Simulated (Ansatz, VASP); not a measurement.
**ZrSiO4 (Zircon): VASP beside Ansatz**

```
Zr Si O
1.0
    -3.34697    3.34697    3.03036
     3.34697   -3.34697    3.03036
     3.34697    3.34697   -3.03036
Zr Si O
2 2 8
Direct
  0.00000 0.00000 0.00000
  0.75000 0.25000 0.50000
  0.50000 0.50000 0.00000
  0.25000 0.75000 0.50000
  0.67970 0.49580 0.81610
  0.24580 0.92970 0.31610
  0.67970 0.86360 0.18390
  0.61360 0.92970 0.68390
  0.07030 0.38640 0.31610
  0.50420 0.32030 0.18390
  0.07030 0.75420 0.68390
  0.13640 0.32030 0.81610
```

Change from the starting cell: volume scaled by 1.04.

Alike in both runs: task single point; functional PBE; k mesh 6 × 6 × 6; occupations fermi-dirac, width 0.05 eV; no spin polarisation.

|  | VASP | Ansatz |
| --- | --- | --- |
| version | VASP 6.6.1 | Ansatz 0.2.0 |
| potentials or method | VASP PAW PBE potentials, release 64 (Zr_sv, Si, O) | Ansatz PAW |
| plane-wave cutoff (eV) | 520 | 420 |
| valence electrons in the cell | 80 | 80 |

Ansatz gave:

```
gap on the k mesh at the Fermi level (eV)       : 4.54
least direct gap on the mesh (eV)               : 4.74
pressure (GPa)                                  : -2.5
largest component of the traceless stress (GPa) : 0.81
rms of the force components (eV/Å)              : 0.022
```

Q: Which values does VASP return?

A: gap on the k mesh at the Fermi level (eV): 4.54; least direct gap on the mesh (eV): 4.74; pressure (GPa): -2.2; largest component of the traceless stress (GPa): 0.61; rms of the force components (eV/Å): 0.021.

Atom by atom the forces differ by 0.019 eV/Å (rms over components).

Caveats: the pressure holds a Pulay correction of +0.7 GPa for the finite cutoff (Ansatz). A k mesh can miss the band edges.
